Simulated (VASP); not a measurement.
# CdS (Fm-3m) in VASP: notebook

One crystal, CdS, is run at these levels: PBE; tasks: G0W0 quasiparticle levels.

Everything below comes from runs of VASP 6.6.1. Logs are shortened: lines on timing, memory, paths and dates and some standing lists are left out, and cuts for length are marked.

### 1 Starting point

It takes space group Fm-3m (No. 225, cubic). Conventional cell: a = 5.506 Å, b = 5.506 Å, c = 5.506 Å, α = 90.00°, β = 90.00°, γ = 90.00°. Cd (site symmetry m-3m) has 6 S at 2.75 Å as nearest neighbours. S (site symmetry m-3m) is surrounded by 6 Cd at 2.75 Å.

Measurements of this composition are mostly on another form, of space group No. 186.

### 2 G0W0 quasiparticle levels, PBE

Contents of POSCAR:

```
CdS
1.0
    0.0000000000      2.7532440000      2.7532440000
    2.7532440000      0.0000000000      2.7532440000
    2.7532440000      2.7532440000      0.0000000000
Cd S
1 1
Direct
    0.0000000000      0.0000000000      0.0000000000
    0.5000000000      0.5000000000      0.5000000000
```

Contents of INCAR.step1:

```
SYSTEM = CdS
  PREC = Accurate
  ENCUT = 450
  EDIFF = 1E-8
  ISMEAR = 0
  SIGMA = 0.01
  LREAL = .FALSE.
  LASPH = .TRUE.
  NELM = 60
  ALGO = Normal
  LWAVE = .TRUE.
  LCHARG = .FALSE.
  GGA = PE
```

Contents of INCAR.step2:

```
SYSTEM = CdS
  PREC = Accurate
  ENCUT = 450
  EDIFF = 1E-8
  ISMEAR = 0
  SIGMA = 0.01
  LREAL = .FALSE.
  LASPH = .TRUE.
  NELM = 1
  ALGO = Exact
  LWAVE = .TRUE.
  LCHARG = .FALSE.
  GGA = PE
  NBANDS = 59
  LOPTICS = .TRUE.
  ISTART = 1
```

Contents of INCAR.step3:

```
SYSTEM = CdS
  PREC = Accurate
  ENCUT = 450
  EDIFF = 1E-8
  ISMEAR = 0
  SIGMA = 0.01
  LREAL = .FALSE.
  LASPH = .TRUE.
  ALGO = EVGW0
  LWAVE = .FALSE.
  LCHARG = .FALSE.
  GGA = PE
  NELMGW = 1
  NBANDS = 59
  ENCUTGW = 200
  NOMEGA = 48
  PRECFOCK = Fast
  ISTART = 1
  NBANDSGW = 17
```

Contents of KPOINTS:

```
Automatic mesh
0
G
  3 3 3
  0 0 0
```

Potentials or basis: VASP PAW PBE potentials, release 64 (Cd_GW, S_GW).

Launch:

```sh
cat potpaw_PBE.64/Cd_GW/POTCAR potpaw_PBE.64/S_GW/POTCAR > POTCAR
cp INCAR.step1 INCAR
mpirun -np 1 vasp_std > vasp.out
cp INCAR.step2 INCAR
mpirun -np 1 vasp_std > vasp.out
cp INCAR.step3 INCAR
mpirun -np 1 vasp_std > vasp.out
```

OUTCAR:

```text
SYSTEM = CdS
   PREC = Accurate
   ENCUT = 450
   EDIFF = 1E-8
   ISMEAR = 0
   LREAL = .FALSE.
   LASPH = .TRUE.
   GGA = PE
   NELMGW = 1
   ENCUTGW = 200
   PRECFOCK = Fast
   ISTART = 1

 Found      4 irreducible k-points:

 Following reciprocal coordinates:
            Coordinates               Weight
  0.000000  0.000000  0.000000      1.000000
  0.333333  0.000000  0.000000      8.000000
  0.333333  0.333333  0.000000      6.000000
 -0.333333  0.333333  0.000000     12.000000
   k-points           NKPTS =      4   k-points in BZ     NKDIM =     27   number of bands    NBANDS=     59
   number of dos      NEDOS =    301   number of ions     NIONS =      2
   total plane-waves  NPLWV =  21952
   dimension x,y,z NGX =    28 NGY =   28 NGZ =   28
   dimension x,y,z NGXF=    56 NGYF=   56 NGZF=   56
   ions per type =               1   1
   NGX,Y,Z   is equivalent  to a cutoff of  11.95, 11.95, 11.95 a.u.
   NGXF,Y,Z  is equivalent  to a cutoff of  23.91, 23.91, 23.91 a.u.
 SYSTEM =  CdS
   PREC   = accura    normal or accurate (medium, high low for compatibility)
   ISTART =      1    job   : 0-new  1-cont  2-samecut
   ICHARG =      0    charge: 1-file 2-atom 10-const
   ISPIN  =      1    spin polarized calculation?
   LNONCOLLINEAR =      F non collinear calculations
   LSORBIT =      F    spin-orbit coupling
   LASPH  =      T    aspherical Exc in radial PAW
   ENCUT  =  450.0 eV  33.07 Ry    5.75 a.u.   6.73  6.73  6.73*2*pi/ulx,y,z
   NELM   =     60;   NELMIN=  2; NELMDL=  0     # of ELM steps
   EDIFF  = 0.1E-07   stopping-criterion for ELM
   LREAL  =      F    real-space projection
   EDIFFG = 0.1E-06   stopping-criterion for IOM
   NSW    =      0    number of steps for IOM
   IBRION =     -1    ionic relax: 0-MD 1-quasi-New 2-CG
   NFREE  =      0    steps in history (QN), initial steepest desc. (CG)
   ISIF   =      0    stress and relaxation
   ISYM   =      3    0-nonsym 1-usesym 2-fastsym
   POTIM  = 0.5000    time-step for ionic-motion
   TEBEG  =    0.0;   TEEND  =   0.0 temperature during run
   PSTRESS=    0.0 pullay stress
   NELECT =      18.0000    total number of electrons
   NUPDOWN=      -1.0000    fix difference up-down
   EMIN   =  10.00;   EMAX   =-10.00  energy-range for DOS
   EFERMI =   0.00;   METHOD = LEGACY
   ISMEAR =     0;   SIGMA  =   0.01  broadening in eV -4-tet -1-fermi 0-gaus
   EFERMI_NEDOS =   21; number of points for ismear=-14 and -15
   IALGO  =     38    algorithm
   IMIX   =      4    mixing-type and parameters
     AMIX     =   0.40;   BMIX     =  1.00
     AMIX_MAG =   1.60;   BMIX_MAG =  1.00
  volume/ion in A,a.u.               =      20.87       140.84
  Fermi-wavevector in a.u.,A,eV,Ry     =   1.236833  2.337275 20.813583  1.529755
  Thomas-Fermi vector in A             =   2.371425
   LORBIT       =      0    0 simple, 1 ext, 2 COOP (PROOUT), +10 PAW based schemes
   GGA     = PE    functional components
   LHFCALC =     T    Hartree Fock is set to
   PRECFOCK=fast      Normal, Fast or Accurate (Low or Medium for compatibility)
   ENCUT4O =  -1.0   cutoff for four orbital integrals eV
   NKREDX  =     1    reduce k-point grid by
   NKREDY  =     1    reduce k-point grid by
   NKREDZ  =     1    reduce k-point grid by
   AEXX    =    1.0000 exact exchange contribution
   HFSCREEN=    0.0000 screening length (either q_TF or 0.3 A-1)
   HFSCREENC=   0.0000 screening length for correlation (either q_TF or 0.3 A-1)
   ENCUTFOCK=  -1.0 apply spherical cutoff to Coloumb kernel
   IVDW    =     0    specifies the selected vdW correction
   LEPSILON=     F    determine dielectric tensor
   LRPA    =     F    only Hartree local field effects (RPA)
   LRPAFORCE           =     F    calculate RPA forces
   ENCUTGW             = 200.0    cutoff for response function in eV
   ENCUTGWSOFT         = 160.0    soft cutoff for Coulomb kernel in GW response function in eV
   ENCUTLF             =  -1.0    cutoff for local field effects
   NELMGW              =     1    number of iterations in solving QP/BSE equation
   NELMHF              =     1    number of iterations in the inner HF iteration
   NKREDLFX            =     1    NKREDLFY  =   1   NKREDLFZ  =   1
 non-spin polarized calculation
 Gauss-broadening in eV      SIGMA  =   0.01
  energy-cutoff  :      450.00
  volume of cell :       41.74
 maximum number of plane-waves:       906
  NGX = 16; NGY = 16; NGZ = 16
   NGX = 13   NGY = 13   NGZ = 13
 maximum number of plane-waves:       283

 QP shifts <psi_nk| G(iteration)W_0 |psi_nk>: iteration 1
 for sc-GW calculations column KS-energies equals QP-energies in previous step
 and V_xc(KS)=  KS-energies - (<T + V_ion + V_H > + <T+V_H+V_ion>^1  + <V_x>^1)

 k-point   1 :       0.0000    0.0000    0.0000
  band No.  KS-energies  QP-energies   sigma(KS)   V_xc(KS)     V^pw_x(r,r')   Z            occupation Imag(sigma)

      1      -8.2276      -8.4890     -13.0722     -12.6776     -20.6296       0.6625       2.0000       1.5217
      2      -3.3313      -4.6143     -17.1834     -15.3687     -23.1447       0.7070       2.0000       0.4648
      3      -3.3313      -4.6143     -17.1834     -15.3687     -23.1447       0.7070       2.0000       0.4648
      4      -3.3313      -4.6143     -17.1834     -15.3687     -23.1447       0.7070       2.0000       0.4648
      5      -3.3249      -4.5960     -17.2941     -15.5045     -23.4091       0.7102       2.0000       0.5001
      6      -3.3249      -4.5960     -17.2941     -15.5045     -23.4091       0.7102       2.0000       0.5001
[... 9 lines left out ...]
     16      15.6056      16.1806      -9.3977     -10.1578      -3.6388       0.7565       0.0000      -0.5970
     17      15.6056      16.1806      -9.3977     -10.1578      -3.6388       0.7565       0.0000      -0.5970

 k-point   2 :       0.3333    0.0000    0.0000
  band No.  KS-energies  QP-energies   sigma(KS)   V_xc(KS)     V^pw_x(r,r')   Z            occupation Imag(sigma)

      1      -7.4583      -7.6843     -13.5018     -13.1620     -20.8816       0.6654       2.0000       1.3727
      2      -3.5365      -4.7734     -17.0074     -15.2500     -23.1242       0.7038       2.0000       0.5102
      3      -3.5365      -4.7734     -17.0074     -15.2500     -23.1242       0.7038       2.0000       0.5102
      4      -3.4494      -4.6994     -16.8030     -15.0319     -22.7137       0.7058       2.0000       0.4921
      5      -3.1877      -4.4817     -17.3711     -15.5481     -23.3571       0.7098       2.0000       0.4681
      6      -3.1877      -4.4817     -17.3711     -15.5481     -23.3571       0.7098       2.0000       0.4681
[... 9 lines left out ...]
     16      15.8326      16.4816      -9.8458     -10.6923      -4.6916       0.7667       0.0000      -0.4339
     17      21.5622      22.3326     -10.0384     -11.0368      -3.7775       0.7716       0.0000      -1.0257

 k-point   3 :       0.3333    0.3333    0.0000
  band No.  KS-energies  QP-energies   sigma(KS)   V_xc(KS)     V^pw_x(r,r')   Z            occupation Imag(sigma)

      1      -7.4873      -7.7520     -13.7607     -13.3587     -21.1871       0.6585       2.0000       1.3206
      2      -3.4402      -4.7133     -17.0086     -15.2039     -22.9533       0.7054       2.0000       0.4701
      3      -3.2482      -4.5245     -17.3800     -15.5834     -23.5002       0.7104       2.0000       0.4946
      4      -3.1787      -4.3311     -16.6503     -15.0296     -22.6047       0.7111       2.0000       0.5449
      5      -3.1577      -4.4529     -17.3702     -15.5467     -23.3394       0.7103       2.0000       0.4672
      6      -3.1577      -4.4529     -17.3702     -15.5467     -23.3394       0.7103       2.0000       0.4672
[... 9 lines left out ...]
     16      19.5780      20.4868     -10.3641     -11.5432      -4.2763       0.7708       0.0000      -0.8674
     17      19.5780      20.4868     -10.3641     -11.5432      -4.2763       0.7708       0.0000      -0.8674

 k-point   4 :      -0.3333    0.3333    0.0000
  band No.  KS-energies  QP-energies   sigma(KS)   V_xc(KS)     V^pw_x(r,r')   Z            occupation Imag(sigma)

      1      -7.1911      -7.4505     -14.0270     -13.6351     -21.4151       0.6618       2.0000       1.2570
      2      -3.4626      -4.7048     -17.0916     -15.3329     -23.2267       0.7064       2.0000       0.5136
      3      -3.4289      -4.6768     -16.8290     -15.0640     -22.7523       0.7070       2.0000       0.4927
      4      -3.2651      -4.5440     -17.1306     -15.3251     -23.0689       0.7083       2.0000       0.4754
      5      -3.1335      -4.4344     -17.4191     -15.5914     -23.3913       0.7118       2.0000       0.4646
      6      -2.8377      -4.0130     -17.2647     -15.6200     -23.2646       0.7146       2.0000       0.5148
[... 9 lines left out ...]
     16      19.7754      20.5995     -10.1100     -11.1813      -3.9643       0.7693       0.0000      -0.9317
     17      20.9739      21.8681     -10.1238     -11.2693      -4.0494       0.7806       0.0000      -0.9710
```

OUTCAR.step1:

```text
SYSTEM = CdS
   PREC = Accurate
   ENCUT = 450
   EDIFF = 1E-8
   ISMEAR = 0
   LREAL = .FALSE.
   LASPH = .TRUE.
[... 170 lines left out ...]
      0.00000      0.00000      0.00000         0.000000      0.000000      0.000000
      2.75324      2.75324      2.75324         0.000000      0.000000      0.000000
 -----------------------------------------------------------------------------------
    total drift:                                0.000000      0.000000      0.000000

  FREE ENERGIE OF THE ION-ELECTRON SYSTEM (eV)
  ---------------------------------------------------
  free  energy   TOTEN  =        -5.6339770733 eV

  energy  without entropy=       -5.6339770733  energy(sigma->0) =       -5.63397707
```

OUTCAR.step2:

```text
SYSTEM = CdS
   PREC = Accurate
   ENCUT = 450
   EDIFF = 1E-8
[... 538 lines left out ...]
  --------------------------------------------------------------------------------------------------------------
     0.00000    22.89151    22.89151    22.89151    -0.00000     0.00000     0.00000
     0.84156    27.65058    27.65058    27.65058    -0.00000     0.00000     0.00000
     1.68312   -11.42866   -11.42866   -11.42866    -0.00000     0.00000     0.00000
     2.52468    18.32455    18.32455    18.32455    -0.00000     0.00000     0.00000
     3.36623    21.78540    21.78540    21.78540    -0.00000     0.00000     0.00000
     4.20779   -23.56089   -23.56089   -23.56089     0.00000    -0.00000    -0.00000
[... 92 lines left out ...]
    82.47275     0.87380     0.87380     0.87380     0.00000    -0.00000    -0.00000
    83.31431     0.87713     0.87713     0.87713     0.00000    -0.00000    -0.00000
```

Wall time 27 s (1 thread of Intel Xeon 6975P-C (Granite Rapids), shared host); peak memory 0.28 GiB.

These settings aren't checked as converged: the numbers below hold their error.

Results:

| Item | Value |
| --- | --- |
| Band gap on the k mesh, mean-field level | 0.97 eV, indirect (least direct gap 1.47 eV) |
| Quasiparticle gap | 1.65 eV |
| Least direct quasiparticle gap | 2.16 eV |

Caveat: the k mesh is coarse (spacing up to 0.66 Å⁻¹), so the values aren't converged; bands, screening cutoff and mesh are small and nothing is extrapolated, so the quasiparticle values aren't converged; an odd mesh through Γ misses points on the zone boundary, where band edges often lie.

### 3 G0W0 quasiparticle levels, PBE

POSCAR is that of step 2.

INCAR.step1 is that of step 2.

Changes to INCAR.step2 since step 2:

```diff
@@ -13,3 +13,3 @@
   GGA = PE
-  NBANDS = 59
+  NBANDS = 109
   LOPTICS = .TRUE.
```

Changes to INCAR.step3 since step 2:

```diff
@@ -13,4 +13,4 @@
   NELMGW = 1
-  NBANDS = 59
-  ENCUTGW = 200
+  NBANDS = 109
+  ENCUTGW = 150
   NOMEGA = 48
```

KPOINTS is that of step 2.

Potentials or basis: VASP PAW PBE potentials, release 64 (Cd_GW, S_GW).

Launch:

```sh
cat potpaw_PBE.64/Cd_GW/POTCAR potpaw_PBE.64/S_GW/POTCAR > POTCAR
cp INCAR.step1 INCAR
mpirun -np 1 vasp_std > vasp.out
cp INCAR.step2 INCAR
mpirun -np 1 vasp_std > vasp.out
cp INCAR.step3 INCAR
mpirun -np 1 vasp_std > vasp.out
```

OUTCAR:

```text
SYSTEM = CdS
   PREC = Accurate
   ENCUT = 450
   EDIFF = 1E-8
   ISMEAR = 0
   LREAL = .FALSE.
   LASPH = .TRUE.
   GGA = PE
   NELMGW = 1
   ENCUTGW = 150
   PRECFOCK = Fast
   ISTART = 1

 Found      4 irreducible k-points:

 Following reciprocal coordinates:
            Coordinates               Weight
  0.000000  0.000000  0.000000      1.000000
  0.333333  0.000000  0.000000      8.000000
  0.333333  0.333333  0.000000      6.000000
 -0.333333  0.333333  0.000000     12.000000
   k-points           NKPTS =      4   k-points in BZ     NKDIM =     27   number of bands    NBANDS=    109
   number of dos      NEDOS =    301   number of ions     NIONS =      2
   total plane-waves  NPLWV =  21952
   dimension x,y,z NGX =    28 NGY =   28 NGZ =   28
   dimension x,y,z NGXF=    56 NGYF=   56 NGZF=   56
   ions per type =               1   1
   NGX,Y,Z   is equivalent  to a cutoff of  11.95, 11.95, 11.95 a.u.
   NGXF,Y,Z  is equivalent  to a cutoff of  23.91, 23.91, 23.91 a.u.
 SYSTEM =  CdS
   PREC   = accura    normal or accurate (medium, high low for compatibility)
   ISTART =      1    job   : 0-new  1-cont  2-samecut
   ICHARG =      0    charge: 1-file 2-atom 10-const
   ISPIN  =      1    spin polarized calculation?
[... 31 lines left out ...]
   LHFCALC =     T    Hartree Fock is set to
   PRECFOCK=fast      Normal, Fast or Accurate (Low or Medium for compatibility)
   ENCUT4O =  -1.0   cutoff for four orbital integrals eV
   NKREDX  =     1    reduce k-point grid by
   NKREDY  =     1    reduce k-point grid by
   NKREDZ  =     1    reduce k-point grid by
   AEXX    =    1.0000 exact exchange contribution
   HFSCREEN=    0.0000 screening length (either q_TF or 0.3 A-1)
   HFSCREENC=   0.0000 screening length for correlation (either q_TF or 0.3 A-1)
   ENCUTFOCK=  -1.0 apply spherical cutoff to Coloumb kernel
   IVDW    =     0    specifies the selected vdW correction
   LEPSILON=     F    determine dielectric tensor
   LRPA    =     F    only Hartree local field effects (RPA)
   LRPAFORCE           =     F    calculate RPA forces
   ENCUTGW             = 150.0    cutoff for response function in eV
   ENCUTGWSOFT         = 120.0    soft cutoff for Coulomb kernel in GW response function in eV
   ENCUTLF             =  -1.0    cutoff for local field effects
   NELMGW              =     1    number of iterations in solving QP/BSE equation
   NELMHF              =     1    number of iterations in the inner HF iteration
   NKREDLFX            =     1    NKREDLFY  =   1   NKREDLFZ  =   1
 non-spin polarized calculation
 Gauss-broadening in eV      SIGMA  =   0.01
  energy-cutoff  :      450.00
  volume of cell :       41.74
 maximum number of plane-waves:       906
  NGX = 16; NGY = 16; NGZ = 16
   NGX = 13   NGY = 13   NGZ = 13
 maximum number of plane-waves:       176

 QP shifts <psi_nk| G(iteration)W_0 |psi_nk>: iteration 1
 for sc-GW calculations column KS-energies equals QP-energies in previous step
 and V_xc(KS)=  KS-energies - (<T + V_ion + V_H > + <T+V_H+V_ion>^1  + <V_x>^1)

 k-point   1 :       0.0000    0.0000    0.0000
  band No.  KS-energies  QP-energies   sigma(KS)   V_xc(KS)     V^pw_x(r,r')   Z            occupation Imag(sigma)

      1      -8.2276      -8.5387     -13.1661     -12.6776     -20.6296       0.6369       2.0000       1.2934
      2      -3.3313      -5.0485     -17.8106     -15.3687     -23.1447       0.7032       2.0000       0.4168
      3      -3.3313      -5.0485     -17.8106     -15.3687     -23.1447       0.7032       2.0000       0.4168
      4      -3.3313      -5.0485     -17.8106     -15.3687     -23.1447       0.7032       2.0000       0.4168
      5      -3.3249      -5.0603     -17.9504     -15.5045     -23.4091       0.7095       2.0000       0.4805
      6      -3.3249      -5.0603     -17.9504     -15.5045     -23.4091       0.7095       2.0000       0.4805
[... 59 lines left out ...]
      3      -3.4289      -5.0923     -17.4285     -15.0640     -22.7523       0.7035       2.0000       0.4363
      4      -3.2651      -4.9693     -17.7468     -15.3251     -23.0689       0.7037       2.0000       0.4263
      5      -3.1335      -4.8762     -18.0568     -15.5914     -23.3913       0.7069       2.0000       0.4195
      6      -2.8377      -4.4508     -17.8793     -15.6200     -23.2646       0.7140       2.0000       0.4815
[... 9 lines left out ...]
     16      19.7754      20.1793     -10.6390     -11.1813      -3.9643       0.7448       0.0000      -0.7757
     17      20.9739      21.3998     -10.7052     -11.2693      -4.0494       0.7549       0.0000      -0.8300
```

OUTCAR.step1:

```text
SYSTEM = CdS
   PREC = Accurate
   ENCUT = 450
   EDIFF = 1E-8
   ISMEAR = 0
   LREAL = .FALSE.
   LASPH = .TRUE.
[... 170 lines left out ...]
      0.00000      0.00000      0.00000         0.000000      0.000000      0.000000
      2.75324      2.75324      2.75324         0.000000      0.000000      0.000000
 -----------------------------------------------------------------------------------
    total drift:                                0.000000      0.000000      0.000000

  FREE ENERGIE OF THE ION-ELECTRON SYSTEM (eV)
  ---------------------------------------------------
  free  energy   TOTEN  =        -5.6339770733 eV

  energy  without entropy=       -5.6339770733  energy(sigma->0) =       -5.63397707
```

Wall time 29 s (1 thread of Intel Xeon 6975P-C (Granite Rapids), shared host); peak memory 0.23 GiB.

The run converged, but some of its settings lie outside the range that counts as converged, so its numbers aren't taken as properties of the crystal.

What came out:

```yaml
Band_gap_on_the_k_mesh_mean-field_level: 0.97 eV, indirect (least direct gap 1.47 eV)
Quasiparticle_gap: 1.58 eV
Least_direct_quasiparticle_gap: 2.07 eV
```

Caveat: the k mesh is coarse (spacing up to 0.66 Å⁻¹), so the values aren't converged; bands, screening cutoff and mesh are small and nothing is extrapolated, so the quasiparticle values aren't converged; an odd mesh through Γ misses points on the zone boundary, where band edges often lie.

(Continued in part 2 of 2.)
